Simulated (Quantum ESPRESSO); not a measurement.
**CoO in Quantum ESPRESSO: the effect of functional**

Crystal: CoO.

```
CELL_PARAMETERS angstrom
-1.50800 1.50800 2.10725
1.50800 -1.50800 2.10725
1.50800 1.50800 -2.10725
ATOMIC_POSITIONS crystal
Co 0.00000 0.00000 0.00000
O 0.50000 0.50000 0.00000
```

Alike in all runs:

```yaml
Program: Quantum ESPRESSO 7.5
Task: phonons
Cutoff: 762 eV
Density_cutoff: 6095 eV
k_mesh: 8 × 8 × 8, shifted
Occupations: fermi-dirac, width 0.05 eV
Spin: collinear spin, ferromagnetic start
Starting_moments: "[2.0, 0.0] μB"
```

Each run relaxes the cell or the atoms first.

Task: One run gave: relaxed volume 8.52 Å³/atom; moment 2.29 μB. Which functional did it use?
A. RPBE
B. AM05
C. PBEsol
D. LDA
E. WC

Result: D.

```tsv
functional	potentials or basis	relaxed volume (Å³/atom)	moment (μB)
LDA	GBRV 1.5 LDA	8.52	2.29
PBEsol	GBRV 1.5 PBEsol	9.14	2.94
WC	GBRV 1.5 PBE	9.19	2.94
AM05	GBRV 1.5 PBE	9.14	2.94
RPBE	GBRV 1.5 PBE	9.90	3.00
```

Caveats: all runs use coarse meshes; the mesh is thin for the phonons of a metal; the cell relaxed to another space group than the one typed; a cell with one magnetic atom can't hold antiferromagnetic order, which such compounds often take; the potentials were made for another functional, which shifts forces and pressure (some runs); the acoustic modes lie far from zero, so the frequencies are unreliable (some runs); some modes are imaginary (some runs).

Runs at the PBE level aren't shown here.
